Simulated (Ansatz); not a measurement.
# SnO (P4/nmm) in Ansatz: further runs, part 2 of 3

Ansatz 0.2.0.

## 3. Relaxation of cell and atoms, PBEsol, target pressure 2 GPa, at which the enthalpy is minimised

The input, input.yaml:

```yaml
crystal:
  lattice:
    - [3.81369522, 0.0, 0.0]
    - [0.0, 3.81369522, 0.0]
    - [0.0, 0.0, 4.8869133]
  atoms:
    - { symbol: Sn, position: [0.5, 0.0, 0.76462614] }
    - { symbol: Sn, position: [0.0, 0.5, 0.23537386] }
    - { symbol: O, position: [0.0, 0.0, 0.0] }
    - { symbol: O, position: [0.5, 0.5, 0.0] }
hamiltonian:
  xc: pbesol
  pseudopotentials: { kind: paw }
kpoints:
  mp_grid: { grid: [7, 7, 6] }
scf:
  occupations: { method: fermi_dirac, width: 0.05 }
output:
  forces: true
  stress: true
  eigenvalues: true
relax:
  f_tol: 0.01
  max_steps: 40
  cell: { stress_tol: 0.05, p_target: 2.0 }
```

Potentials or basis: Ansatz PAW.

Started as:

```console
$ ansatz run input.yaml --threads 2 --pin off --max-ram 5632MiB --backend cpu --events-out ev --progress --plain --runs-dir out
```

What it wrote:

```text
Warning: RAYON_NUM_THREADS=2 ignored (pool sized by the plan → 2); use --threads N
Engine: ansatz 0.2.0, x86_64-unknown-linux-gnu
Pseudopotentials: kind: paw
Pseudopotential: Sn, paw, valence charge 14, recommended cutoff 420 eV (normal), Sn.paw.azcp
Pseudopotential: O, paw, valence charge 6, recommended cutoff 420 eV (normal), O.paw.azcp
Functional definition: PBEsol
  exchange = pbesol_x
  correlation = pbesol_c
Crystal: 4 atoms, lattice volume = 71.077 Å³
Basis set: ecut = 420 eV, 1409 PW (Γ), exchange–correlation on 54×54×72 points (8 copies of the dense FFT grid, shifted against one another)
Bands: 24, of which v1, the nominal top of the filled ones, is band 20 counted from 1 (19 counted from 0)
Symmetry: 16 space group operations
Space group: P4/nmm (ITA 129), of the structure as read, at distance tolerance 4.1e-5 Å
k-points: 40 of 294
Non-local potential: Sn, projectors of the file, l = 0: 2, l = 1: 2, l = 2: 2, l = 3: 2
Non-local potential: O, projectors of the file, l = 0: 2, l = 1: 2, l = 2: 1
PAW form: soft (Blöchl's): semilocal exchange-correlation on the pseudo side does not see the compensation charge
PAW frozen core: Sn, regenerated for the run's functional, and the local potential with it (the file was generated under x = pbe(κ = 0.804, μ = 0.2195149727645171), c = pbe(β = 0.06672455060314922))
PAW frozen core: O, regenerated for the run's functional, and the local potential with it (the file was generated under x = pbe(κ = 0.804, μ = 0.2195149727645171), c = pbe(β = 0.06672455060314922))
PAW one-centre angular grid: Sn, 590 points (default); XC on 64 Gauss nodes
PAW one-centre angular grid: O, 110 points (default); XC on 64 Gauss nodes
Initial density: superposition of atomic densities (neutral atoms: chi_scale 0, normalization atom), corrected by the library's trained network
Initial wavefunctions: pseudopotential atomic-orbital guess
Functional: x = pbesol(κ = 0.804, μ = 0.12345679012345678), c = pbesol(β = 0.046)
SCF iter   1: F=—  HF=-13021.438074 eV  |F-HF|=—  |Δ(HF+E_count)|=         —  Δρ=1.32e-2  dr2=1.02e-1  ethr=1.77e-3  ⟨swp⟩=6.0  Hψ=4393  notcnv=0
preconditioner: auto → Resta (q_TF=auto, 2.479 Å⁻¹)  ε∞=3.4  [insulator: Δε(μ)=0.280 eV  Ē_g=17.936 eV  σ=0.050 eV  W_gap=0.88  n_scr=18 (ndim 8)  ℏωp=27.9 eV  f_vac=0.021  D(μ)=0.06/eV (n_scr^D=0)  ε∞_Penn≈3.4]
SCF iter   2: F=—  HF=-13021.416431 eV  |F-HF|=—  |Δ(HF+E_count)|=   2.16e-2  Δρ=4.39e-3  dr2=1.31e-2  ethr=2.55e-4  ⟨swp⟩=2.2  Hψ=1793  notcnv=0
SCF iter   3: F=—  HF=-13021.413653 eV  |F-HF|=—  |Δ(HF+E_count)|=   2.78e-3  Δρ=1.03e-3  dr2=8.21e-4  ethr=3.29e-5  ⟨swp⟩=2.0  Hψ=1380  notcnv=0
SCF iter   4: F=—  HF=-13021.413600 eV  |F-HF|=—  |Δ(HF+E_count)|=   5.33e-5  Δρ=2.51e-4  dr2=4.58e-5  ethr=2.05e-6  ⟨swp⟩=2.0  Hψ=1734  notcnv=0
SCF iter   5: F=—  HF=-13021.413609 eV  |F-HF|=—  |Δ(HF+E_count)|=   8.99e-6  Δρ=5.04e-5  dr2=2.79e-6  ethr=1.15e-7  ⟨swp⟩=2.0  Hψ=1252  notcnv=0
SCF iter   6: F=—  HF=-13021.413610 eV  |F-HF|=—  |Δ(HF+E_count)|=   1.41e-6  Δρ=1.73e-5  dr2=2.07e-7  ethr=6.98e-9  ⟨swp⟩=2.6  Hψ=1680  notcnv=0
SCF iter   7: F=-13021.413611 eV  HF=-13021.413611 eV  |F-HF|=4.17e-9  |Δ(HF+E_count)|=   1.41e-7  Δρ=5.22e-6  dr2=2.01e-8  ethr=2.50e-10  ⟨swp⟩=6.2  Hψ=4261  notcnv=0
SCF 1 converged in 7 iterations: F = -13021.413611 eV  dr2 = 2.01e-8
relax step   1: F+E_penalty+E_count = -13021.41361060 eV  Δ(F+E_penalty+E_count) = +0.000e0 eV  max|allowed force component| = 7.439e-2 eV/Å  Δτ_max = 0.0000 Å  P = -0.533 GPa  Ω = 71.077 Å³  (7 SCF iters, dr2 threshold 1.00e-7 eV, accepted)
Crystal: 4 atoms, lattice volume = 65.158 Å³
Basis set: ecut = 420 eV, 1239 PW (Γ), exchange–correlation on 54×54×72 points (8 copies of the dense FFT grid, shifted against one another)
Initial density: handed on by an earlier stage of this run
Initial wavefunctions: those handed on with the density
iter 1 solved again at ethr=1.37e-4 eV; its pass at ethr=3.10e-3 eV (dr2=5.49e-2 eV) is discarded
SCF iter   1: F=—  HF=-13021.413783 eV  |F-HF|=—  |Δ(HF+E_count)|=         —  Δρ=9.37e-3  dr2=5.72e-2  ethr=1.37e-4  ⟨swp⟩=2.0  Hψ=5804  notcnv=0
[... 71 lines left out ...]
preconditioner: auto → Kerker (q_TF=auto, 2.514 Å⁻¹)  [metal: Δε(μ)=0.041 eV  Ē_g=18.187 eV  σ=0.050 eV  W_gap=0.20  n_scr=18 (ndim 8)  ℏωp=29.1 eV  f_vac=0.003  D(μ)=0.35/eV (n_scr^D=0)]
SCF iter   2: F=—  HF=-13021.401412 eV  |F-HF|=—  |Δ(HF+E_count)|=   3.38e-5  Δρ=2.71e-5  dr2=1.41e-7  ethr=1.59e-9  ⟨swp⟩=2.1  Hψ=1407  notcnv=0
SCF iter   3: F=—  HF=-13021.401412 eV  |F-HF|=—  |Δ(HF+E_count)|=   7.71e-8  Δρ=1.30e-5  dr2=5.28e-8  ethr=3.51e-10  ⟨swp⟩=1.1  Hψ=963  notcnv=0
SCF iter   4: F=—  HF=-13021.401412 eV  |F-HF|=—  |Δ(HF+E_count)|=   1.91e-8  Δρ=2.13e-6  dr2=9.17e-9  ethr=1.32e-10  ⟨swp⟩=1.7  Hψ=1068  notcnv=0
SCF iter   5: F=—  HF=-13021.401412 eV  |F-HF|=—  |Δ(HF+E_count)|=   1.80e-9  Δρ=7.16e-7  dr2=7.42e-10  ethr=2.29e-11  ⟨swp⟩=2.6  Hψ=1541  notcnv=0
SCF iter   6: F=-13021.401412 eV  HF=-13021.401412 eV  |F-HF|=1.09e-11  |Δ(HF+E_count)|=  1.87e-10  Δρ=1.77e-7  dr2=1.54e-11  ethr=1.00e-12  ⟨swp⟩=3.9  Hψ=4461  notcnv=0
SCF 8 converged in 6 iterations: F = -13021.401412 eV  dr2 = 1.54e-11
relax step   8: F+E_penalty+E_count = -13021.40141195 eV  Δ(F+E_penalty+E_count) = +1.254e-3 eV  max|allowed force component| = 2.294e-4 eV/Å  Δτ_max = 0.0000 Å  P = +1.996 GPa  Ω = 65.320 Å³  stress off target by 2.79e-2 GPa  SCF on the basis re-selected at this cell (its energy is not comparable with the rows above)  (6 SCF iters)
basis re-selected at this cell: Δ(F+E_penalty+E_count) = +1.254e-3 eV, ΔP = -0.017 GPa vs the last step (what re-selecting the basis moved, of the pressure what is left beyond the Pulay correction that the steps carried, after the strain that the cell walked since its last selection, with what the two solves' SCF thresholds leave and, on support functions, any second-order correction that the steps lacked; it is no measure of the basis error at this ecutwfc). This SCF's stress stands 2.79e-2 GPa from its target on what of the cell is left free (relax.cell.stress_tol is 5.00e-2 GPa) and its largest allowed force component is 2.29e-4 eV/Å (relax.f_tol is 1.00e-2 eV/Å): within both
SCF converged after 6 iterations
Free energy (F): -13021.401412 eV
Harris-Foulkes:  -13021.401412 eV  (|F-HF|=1.09e-11)
Internal energy: -13021.398495 eV  (E = F + TS)
E sigma→0 (E₀):  -13021.399953 eV
Entropy (-TS):   -0.002917 eV (-0.729 meV/atom)
Fermi energy:    10.883534 eV
--- Per-component energies (eV) ---
  E_band       = -151.571526
  E_kinetic    = 725.346988
  E_local      = -2424.550371  (includes V_loc(G=0)·N_el)
  E_nonlocal   = 36.614659
  E_hartree    = 1337.440693
  E_xc         = -904.808012
  E_vxc        = -381.651321  (∫ρ·V_xc dr)
  E_paw        = -8435.997151  (= ΣΔE_a)
  E_vpaw       = -782.217603  (= ΣTr[D̂ρ^β])
  E_aug_tail   = 0.004841  (compensation charges beyond the density's cutoff)
  E_ewald      = -3356.090398
  E_core_change = 0.640255  (= ΣΔE_core)
  E_smearing   = -0.002917  (= −TS)
  E_closure    = 0.000000  (closes the sum)
  Σ components = -13021.401412   (vs F -13021.401412, Δ=0.00e0)
--- Forces (eV/Å), atoms counted from 1 ---
  atom   1  Sn     0.00000000     0.00000000    -0.00022940
  atom   2  Sn     0.00000000     0.00000000     0.00022940
  atom   3  O      0.00000000     0.00000000    -0.00000000
  atom   4  O      0.00000000     0.00000000     0.00000000
  max |Σ_I F_I| component: 0.00e0 eV/Å
--- Stress (GPa, compression-positive) ---
        2.007584       0.000000       0.000000
        0.000000       2.007584       0.000000
        0.000000       0.000000       1.972050
  P = ⅓ Tr σ = 1.9957 GPa (19.957 kbar)
--- Band table (eV; the first three rows and the last of 40) ---
  k-point 0: bands = ["-11.1804", "-10.7155", "-10.7155", "-10.6964", "-10.6590", "-10.6557", "-10.5813", "-10.5799", "-10.5565", "-10.5565", "-9.5204", "-6.6624", "3.1832", "3.6835", "4.3785", "4.3785", "7.2855", "7.6286", "7.6286", "10.9154", "13.2849", "15.2349", "15.2349", "15.9096"]
  k-point 1: bands = ["-11.1721", "-10.7064", "-10.7064", "-10.7047", "-10.6538", "-10.6509", "-10.5866", "-10.5843", "-10.5672", "-10.5672", "-9.5036", "-6.6629", "2.1896", "4.4234", "4.4234", "4.9841", "7.2582", "7.6244", "7.6244", "10.7759", "12.8321", "14.5101", "14.5101", "15.7138"]
  k-point 2: bands = ["-11.1547", "-10.7222", "-10.6822", "-10.6822", "-10.6396", "-10.6381", "-10.6007", "-10.5961", "-10.5947", "-10.5947", "-9.4697", "-6.6639", "1.4053", "4.5166", "4.5166", "6.6756", "7.2030", "7.6147", "7.6147", "9.9517", "12.5018", "13.6821", "13.6821", "14.8221"]
  k-point 39: bands = ["-11.0931", "-11.0790", "-10.6726", "-10.6597", "-10.6391", "-10.6327", "-10.6170", "-10.6107", "-10.5632", "-10.5631", "-7.6814", "-7.5383", "1.7375", "1.9003", "4.6423", "5.0087", "7.9260", "8.0570", "8.0699", "8.2782", "13.0580", "13.2455", "14.7596", "15.6404"]
--- Relaxed structure (6 steps of the walk, 6 accepted, 2 SCFs on fresh bases) ---
  F+E_penalty+E_count = -13021.40141195 eV   max|allowed force component| = 2.294e-4 eV/Å   (the final SCF, on the basis selected at the relaxed cell)
  cell:  # Å, volume = 65.3198 Å³
    - [3.7751289791257574, 2.9921823022823426e-34, 0.0]
    - [6.538472438320674e-34, 3.7751289791257574, 0.0]
    - [0.0, 0.0, 4.583328521858038]
  atoms:
    - { symbol: Sn, position: [0.5, 3.945340889229571e-37, 0.7479461064191046] }
    - { symbol: Sn, position: [-2.0910306712916602e-35, 0.5, 0.2520538935808952] }
    - { symbol: O, position: [2.0910306712916607e-35, -3.945340889229549e-37, -5.911492058966656e-35] }
    - { symbol: O, position: [0.5, 0.5, 1.9704973529888853e-35] }
```

It took 14 s on 2 threads of AMD EPYC 7R43 (Zen 3), shared host; peak memory 0.44 GiB.

What came out:

| Quantity | Value |
| --- | --- |
| Free energy | -13021.4014 eV |
| Relaxed volume | 16.33 Å³/atom |
| Relaxed cell | a = 3.775 Å, b = 3.775 Å, c = 4.583 Å, α = 90.00°, β = 90.00°, γ = 90.00° |
| Space group after relaxing (to 0.05 Å) | P4/nmm (No. 129) |
| Energy change on relaxing (the enthalpy is what falls) | +3.0 meV/atom |
| Ionic steps | 8 |
| Pressure after relaxing | 2.0 GPa |
| Band gap on the k mesh | none (metal or under the smearing width) |

Step by step:
| step | energy change (eV) | largest force (eV/Å) | volume (Å³) |
| --- | --- | --- | --- |
| 1 | 0.0000 | 0.0744 | 71.08 |
| 2 | 0.0165 | 0.4062 | 65.16 |
| 3 | 0.0001 | 0.1723 | 65.69 |
| 4 | -0.0034 | 0.0123 | 65.77 |
| 5 | -0.0030 | 0.0005 | 65.71 |
| 6 | 0.0078 | 0.0030 | 65.71 |
| 7 | 0.0109 | 0.0001 | 65.32 |
| 8 | 0.0122 | 0.0002 | 65.32 |

Final structure:
```xyz
4
Lattice="3.7751 0.0000 0.0000 0.0000 3.7751 0.0000 0.0000 0.0000 4.5833" Properties=species:S:1:pos:R:3 pbc="T T T"
Sn    1.8876    0.0000    3.4281
Sn    0.0000    1.8876    1.1552
O     0.0000    0.0000    0.0000
O     1.8876    1.8876    0.0000
```

Caveat: the plane-wave basis is chosen anew once the cell has moved, so the energies of steps on either side of that aren't comparable; the pressure holds a Pulay correction of +0.5 GPa for the finite cutoff; the PAW data sets come from PBE, with cores solved anew for the run's functional, which leaves a small shift of forces and pressure.

## 4. Relaxation of cell and atoms, PBEsol, target pressure 5 GPa, at which the enthalpy is minimised

Changes to input.yaml since step 3:

```diff
@@ -24,2 +24,2 @@
   max_steps: 40
-  cell: { stress_tol: 0.05, p_target: 2.0 }
+  cell: { stress_tol: 0.05, p_target: 5.0 }
```

Started as:

```console
$ ansatz run input.yaml --threads 2 --pin off --max-ram 5632MiB --backend cpu --events-out ev --progress --plain --runs-dir out
```

It took 15 s on 2 threads of AMD EPYC 7R43 (Zen 3), shared host; peak memory 0.45 GiB.

Results (log left out):

```yaml
Free_energy: -13021.3349 eV
Relaxed_volume: 15.54 Å³/atom
Relaxed_cell: a = 3.743 Å, b = 3.743 Å, c = 4.437 Å, α = 90.00°, β = 90.00°, γ = 90.00°
Space_group_after_relaxing_to_0.05_Å: P4/nmm (No. 129)
Energy_change_on_relaxing_the_enthalpy_is_what_falls: +19.7 meV/atom
Ionic_steps: 9
Pressure_after_relaxing: 5.0 GPa
Largest_force_after_relaxing: 0.003 eV/Å
Band_gap_on_the_k_mesh: none (metal or under the smearing width)
```

Forces in eV/Å, atoms in the order of the input:
```
Sn   0.000  0.000 -0.003
Sn   0.000  0.000  0.003
O    0.000  0.000  0.000
O    0.000  0.000  0.000
```

Step by step:
| step | energy change (eV) | largest force (eV/Å) | volume (Å³) |
| --- | --- | --- | --- |
| 1 | 0.0000 | 0.0744 | 71.08 |
| 2 | 0.0388 | 0.3139 | 64.18 |
| 3 | 0.0715 | 0.1171 | 62.04 |
| 4 | 0.0572 | 0.0232 | 62.42 |
| 5 | 0.0531 | 0.0041 | 62.56 |
| 6 | 0.0673 | 0.0087 | 62.56 |
| 7 | 0.0793 | 0.0135 | 62.11 |
| 8 | 0.0775 | 0.0029 | 62.18 |
| 9 | 0.0787 | 0.0032 | 62.18 |

Final structure:
```
Sn O
1.0
     3.74346    0.00000    0.00000
     0.00000    3.74346    0.00000
     0.00000    0.00000    4.43682
Sn O
2 2
Direct
  0.50000 0.00000 0.73964
  0.00000 0.50000 0.26036
  0.00000 0.00000 0.00000
  0.50000 0.50000 0.00000
```

Levels at points of the mesh, in eV from the Fermi level:
```
            k point  band 18  band 19  band 20  band 21  band 22  band 23
 (0.00, 0.00, 0.00)    -3.35    -3.35     0.04     2.65     4.19     4.19
(0.00, 0.00, -0.50)    -3.37    -2.33    -2.31     1.74     2.21     2.21
```

Caveat: the plane-wave basis is chosen anew once the cell has moved, so the energies of steps on either side of that aren't comparable; the pressure holds a Pulay correction of +0.6 GPa for the finite cutoff; the PAW data sets come from PBE, with cores solved anew for the run's functional, which leaves a small shift of forces and pressure.

(Part 2 of 3 ends here.)
